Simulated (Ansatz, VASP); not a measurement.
# Two plane-wave programs on W

```
W
1.0
     2.63655    0.00000    0.00000
     0.00000    2.63655    0.00000
     0.00000    0.00000    2.63655
W
1
Direct
  0.00000 0.00000 0.00000
```

Alike in both runs: task single point; functional BLYP; k mesh 13 × 13 × 13; occupations fermi-dirac, width 0.1 eV; no spin polarisation.

|  | VASP | Ansatz |
| --- | --- | --- |
| version | VASP 6.6.1 | Ansatz 0.2.0 |
| potentials or method | VASP PAW PBE potentials, release 64 (W_sv) | plane waves (420 eV) with PAW, scalar-relativistic |
| plane-wave cutoff (eV) | 520 | 420 |
| valence electrons in the cell | 14 | 14 |

|  | VASP | Ansatz | Ansatz less VASP |
| --- | --- | --- | --- |
| pressure (GPa) | 9.4 | 8.0 | -1.42 |

The functional is the same, so the differences come from potentials, cutoffs and numerics.

Caveats: the PAW data sets were made with another functional, which shifts forces and pressure a little (VASP). The runs have no spin-orbit coupling, so splittings on W are missing.
